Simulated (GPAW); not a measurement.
The system is AlN.

```xyz
4
Lattice="3.1130 0.0000 0.0000 -1.5565 2.6959 0.0000 0.0000 0.0000 4.9810" Properties=species:S:1:pos:R:3 pbc="T T T"
Al    1.5565    0.8986    2.4905
Al    0.0000    1.7973    0.0000
N     1.5565    0.8986    4.3833
N     0.0000    1.7973    1.8928
```

* Program: GPAW 26.7.0
* Task: relaxation of cell and atoms
* Functional: BP86
* Potentials or basis: PAW data sets generated in the run's folder for this functional
* Cutoff: 800 eV
* Basis: pw
* k mesh: 7 × 7 × 4
* Occupations: fermi-dirac, width 0.05 eV
* Spin: no spin polarisation

At the start: pressure 4.8 GPa; volume 10.45 Å³/atom.

Q: How do energy, volume and symmetry change on relaxing?

A: Over 6 steps the energy falls by 5.0 meV/atom and the volume is 10.70 Å³/atom (+2.4 %); space group P6_3mc (No. 186, to 0.05 Å).

The path:
| step | energy change (eV) | largest force (eV/Å) | pressure (GPa) | volume (Å³) |
| --- | --- | --- | --- | --- |
| 1 | 0.0000 | 0.1296 | 4.84 | 41.80 |
| 2 | -0.0054 | 0.0721 | 4.10 | 41.94 |
| 3 | -0.0180 | 0.0887 | 1.02 | 42.58 |
| 4 | -0.0191 | 0.0757 | 0.46 | 42.70 |
| 5 | -0.0201 | 0.0246 | -0.07 | 42.81 |
| 6 | -0.0201 | 0.0052 | -0.05 | 42.81 |

Final structure:
```cif
data_structure
_symmetry_space_group_name_H-M 'P 1'
_symmetry_Int_Tables_number 1
_cell_length_a 3.1363
_cell_length_b 3.1363
_cell_length_c 5.0255
_cell_angle_alpha 90.000
_cell_angle_beta 90.000
_cell_angle_gamma 120.000
_cell_volume 42.81
loop_
_atom_site_label
_atom_site_type_symbol
_atom_site_fract_x
_atom_site_fract_y
_atom_site_fract_z
_atom_site_occupancy
Al1 Al 0.66667 0.33333 0.49920 1
Al2 Al 0.33333 0.66667 0.99920 1
N1 N 0.66667 0.33333 0.88081 1
N2 N 0.33333 0.66667 0.38080 1
```

Caveat: later steps reuse the first step's grids.
